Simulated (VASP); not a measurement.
Crystal: TiC.

```
CELL_PARAMETERS angstrom
-1.55618 1.55618 2.09047
1.55618 -1.55618 2.09047
1.55618 1.55618 -2.09047
ATOMIC_POSITIONS crystal
Ti 0.92837 0.92837 0.00000
C 0.57163 0.57163 0.00000
```

The cell was built by a generator and needn't be a form met in nature.

| Item | Value |
| --- | --- |
| Program | VASP 6.6.1 |
| Task | relaxation of cell and atoms |
| Functional | PBE |
| Potentials or basis | VASP PAW PBE potentials, release 64 (Ti_sv, C) |
| Cutoff | 600 eV |
| k mesh | 8 × 8 × 8 |
| Occupations | gaussian, width 0.1 eV |
| Spin | no spin polarisation |

At the start: pressure 70.8 GPa; volume 10.12 Å³/atom.

Question: Where does the relaxation end?

Answer: Over 12 steps the energy falls by 1904.5 meV/atom and the volume is 10.17 Å³/atom (+0.4 %); space group Fm-3m (No. 225, to 0.05 Å).

Step by step:
```
step  energy change (eV)  largest force (eV/Å)  pressure (GPa)  volume (Å³)
   1              0.0000               18.1784           70.76        20.25
   2              2.9151               13.6577           11.78        33.50
   3             -0.7411                4.8538          -14.90        29.83
   4             -1.7751                2.9028          -20.35        28.14
   5             -3.2922                0.8209          -20.62        23.71
   6             -3.6869                0.4978          -15.46        21.98
   7             -3.7839                0.2140           -8.37        21.11
   8             -3.7840                0.2758           -7.89        21.07
   9             -3.7841                0.2544           -7.98        21.08
  10             -3.7980                0.0471            6.78        19.83
  11             -3.8077                0.1349            0.60        20.30
  12             -3.8090                0.0248            0.14        20.34
```

Final structure:
```
Ti C
1.0
    -1.53205    1.53205    2.16647
     1.53205   -1.53205    2.16647
     1.53205    1.53205   -2.16647
Ti C
1 1
Direct
  0.99971 0.99971 0.00000
  0.50029 0.50029 0.00000
```
